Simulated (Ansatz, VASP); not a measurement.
## MgO: VASP beside Ansatz

Contents of INCAR:

```
PREC = Accurate
ENCUT = 520
EDIFF = 1E-6
ISMEAR = 0
SIGMA = 0.05
LREAL = False
LASPH = True
NELM = 100
ALGO = Normal
ISIF = 2
LWAVE = False
LCHARG = False
GGA = PS
NBANDS = 16
```

KPOINTS

```
Automatic mesh
0
Gamma
  8 8 6
```

File POSCAR:

```
MgO
1.0
    0.0000000000     -2.1071057205     -2.1071057205
    0.0000000000      2.1071057205     -2.1071057205
    4.2142114411      0.0000000000      0.0000000000
Mg O
2 2
Direct
    0.5711876953      0.4288123047      0.5000000000
   -0.0711876953      0.0711876953      0.0000000000
    0.4601063216      0.5398936784      0.0000000000
    0.0398936784     -0.0398936784      0.5000000000
```

Input for Ansatz:

```yaml
crystal:
  lattice:
    - [0.0, -2.1071057205, -2.1071057205]
    - [0.0, 2.1071057205, -2.1071057205]
    - [4.2142114411, 0.0, 0.0]
  atoms:
    - { symbol: Mg, position: [0.5711876953, 0.4288123047, 0.5] }
    - { symbol: Mg, position: [-0.0711876953, 0.0711876953, 0.0] }
    - { symbol: O, position: [0.4601063216, 0.5398936784, 0.0] }
    - { symbol: O, position: [0.0398936784, -0.0398936784, 0.5] }
basis:
  ecutwfc: 420
kpoints:
  mp_grid: { grid: [8, 8, 6] }
hamiltonian:
  xc: pbesol
scf:
  occupations: { method: gaussian, width: 0.05 }
output:
  forces: true
  stress: true
  eigenvalues: true
```

Change from the starting cell: mode 4 (284.4 1/cm) frozen in, largest displacement -0.300 Å.

Alike in both runs: task single point; functional PBEsol; k mesh 8 × 8 × 6; occupations gaussian, width 0.05 eV; no spin polarisation.

```csv
,VASP,Ansatz
version,VASP 6.6.1,Ansatz 0.2.0
potentials or method,"VASP PAW PBE potentials, release 64 (Mg, O)","scalar-relativistic, plane waves, PAW"
plane-wave cutoff (eV),520,420
valence electrons in the cell,16,32
```

Ansatz gave:

- gap on the k mesh at the Fermi level (eV): 4.19
- least direct gap on the mesh (eV): 4.19
- pressure (GPa): 2.7
- largest component of the traceless stress (GPa): 7.17
- rms of the force components (eV/Å): 1.002

Question: Which values does VASP return?

Answer: gap on the k mesh at the Fermi level (eV): 4.20; least direct gap on the mesh (eV): 4.20; pressure (GPa): 2.2; largest component of the traceless stress (GPa): 7.26; rms of the force components (eV/Å): 1.012.

Atom by atom the forces differ by 0.010 eV/Å (rms over components). The two sets of potentials don't hold the same shells in valence.

Caveats: the PAW data sets were made with another functional, which shifts forces and pressure a little (VASP).
